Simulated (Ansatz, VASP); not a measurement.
**One calculation of SnSe, two programs**

```xyz
2
Lattice="0.0000 3.0082 3.0082 3.0082 0.0000 3.0082 3.0082 3.0082 0.0000" Properties=species:S:1:pos:R:3 pbc="T T T"
Sn    0.0000    0.0000    0.0000
Se    3.0082    3.0082    3.0082
```

Alike in both runs: functional PBE; dispersion D3(BJ); k mesh 10 × 10 × 10; no spin polarisation.

Ansatz relaxed the structure, and its values are those at the end. VASP's run is a single point on that final structure, the one shown.

|  | VASP | Ansatz |
| --- | --- | --- |
| version | VASP 6.6.1 | Ansatz 0.2.0 |
| potentials or method | VASP PAW PBE potentials, release 64 (Sn_d, Se) | scalar-relativistic, plane waves, PAW |
| plane-wave cutoff (eV) | 520 | 420 |
| occupations | gaussian, width 0.01 eV | fixed |
| valence electrons in the cell | 20 | 30 |

```csv
,VASP,Ansatz,Ansatz less VASP
gap on the k mesh at the Fermi level (eV),0.50,0.50,0.000
least direct gap on the mesh (eV),0.59,0.59,-0.001
pressure (GPa),-1.0,-1.0,+0.02
```

The two sets of potentials don't hold the same shells in valence. Ansatz warned: «relaxed_geometry_near_dispersion_switch».

Caveats: spin-orbit coupling is left out, which moves the levels of the heavy elements. A k mesh can miss the band edges.
